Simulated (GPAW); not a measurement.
Crystal: TePb.

```
Pb Te
1.0
     0.00000    3.23100    3.23100
     3.23100    0.00000    3.23100
     3.23100    3.23100    0.00000
Pb Te
1 1
Direct
  0.00000 0.00000 0.00000
  0.50000 0.50000 0.50000
```

Base run:

```yaml
Program: GPAW 26.7.0
Functional: LDA
Potentials_or_basis: the program's PAW data sets (release 1.2.1) made for this functional
Cutoff: 450 eV
Basis: pw
k_mesh: 6 × 6 × 6
Occupations: fermi-dirac, width 0.05 eV
Spin: no spin polarisation
```

Its results: pressure -2.5 GPa.

Question: After a change of settings the same cell gave: pressure -2.0 GPa. Which change was it?
A. functional from LDA to RPBE; cutoff from 450 eV to 600 eV; spin from no spin polarisation to spin-orbit coupling, no magnetisation
B. functional from LDA to PBE; potentials or basis from the program's PAW data sets (release 1.2.1) made for this functional to GPAW PAW data sets (gpaw-data 1.2.1), other valence; cutoff from 450 eV to 600 eV; valence electrons from 20 to 30
C. cutoff from 450 eV to 600 eV; k mesh from 6 × 6 × 6 to 7 × 7 × 7
D. functional from LDA to revPBE; cutoff from 450 eV to 600 eV; k mesh from 6 × 6 × 6 to 7 × 7 × 7

Answer: C.

Caveats: the cutoff is short for stress and forces, so pressures can be off by a GPa or more (some runs).

Not every run made on this cell is shown here.
